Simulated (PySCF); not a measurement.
Crystal: NaCl.

```
Cl Na
1.0
     0.00000    2.79406    2.79406
     2.79406    0.00000    2.79406
     2.79406    2.79406    0.00000
Cl Na
1 1
Direct
  0.50000 0.50000 0.50000
  0.00000 0.00000 0.00000
```

The cell is a database's computed one.

Program: PySCF 2.14.0. Alike in all runs: task atomic charges; potentials or basis pob-tzvp-rev2 (all-electron); no spin polarisation; cell as given; k mesh 2 × 2 × 2; smearing fixed; the mesh is coarse, so values aren't converged.

Question: Order these runs on this cell by their band gap on the k mesh, lowest first.
A. level PBEsol
B. level PBE
C. level r2SCANh; exxdiv ewald

Answer: A (5.38 eV), B (5.54 eV), C (7.17 eV).

Caveats: all runs use coarse meshes; the default atom-centred grid shifts energies of crystals by up to some 10 meV an atom and pressures by some 0.5 GPa; the basis of atomic orbitals isn't converged, which shifts pressures, moduli and gaps; on so small a mesh gaps with full-range exact exchange can be off by tenths of an eV to over 1 eV (some runs).
